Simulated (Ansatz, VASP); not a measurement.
BiS in VASP and in Ansatz

File INCAR:

```
SYSTEM = BiS
PREC = Accurate
ENCUT = 520
EDIFF = 1E-6
ISMEAR = 0
SIGMA = 0.05
LREAL = .FALSE.
LASPH = .TRUE.
NELM = 60
ALGO = Normal
ISIF = 2
LWAVE = .FALSE.
LCHARG = .FALSE.
GGA = PS
NBANDS = 18
```

Contents of KPOINTS:

```
regular mesh
0
G
  10 10 10
  0 0 0
```

File POSCAR:

```
BiS
1.0
    3.5798271504      0.0000000000      0.0000000000
    0.0000000000      3.5798271504      0.0000000000
    0.0000000000      0.0000000000      3.5798271504
Bi S
1 1
Direct
    0.0000000000      0.0000000000      0.0000000000
    0.5000000000      0.5000000000      0.5000000000
```

Input for Ansatz:

```yaml
crystal:
  lattice:
    - [3.5798271504, 0.0, 0.0]
    - [0.0, 3.5798271504, 0.0]
    - [0.0, 0.0, 3.5798271504]
  atoms:
    - { symbol: Bi, position: [0.0, 0.0, 0.0] }
    - { symbol: S, position: [0.5, 0.5, 0.5] }
basis:
  ecutwfc: 420
  ecutrho_ratio: 4
kpoints:
  mp_grid: { grid: [10, 10, 10] }
hamiltonian:
  xc: pbesol
scf:
  occupations: { method: gaussian, width: 0.05 }
output:
  forces: true
  stress: true
  eigenvalues: true
  populations: true
```

Alike in both runs: task single point; functional PBEsol; k mesh 10 × 10 × 10; occupations gaussian, width 0.05 eV; no spin polarisation.

|  | VASP | Ansatz |
| --- | --- | --- |
| version | VASP 6.6.1 | Ansatz 0.2.0 |
| potentials or method | VASP PAW PBE potentials, release 64 (Bi_d, S) | scalar-relativistic, plane waves, PAW |
| plane-wave cutoff (eV) | 520 | 420 |
| valence electrons in the cell | 21 | 21 |

```csv
,VASP,Ansatz,Ansatz less VASP
gap on the k mesh at the Fermi level (eV),none,none,-
pressure (GPa),-3.7,-3.7,+0.03
```

A gap of «none» marks a metal or a gap that the smearing closes.

Caveats: the PAW data sets were made with another functional, which shifts forces and pressure a little (VASP); spin-orbit coupling is left out, which moves the levels of the heavy elements.
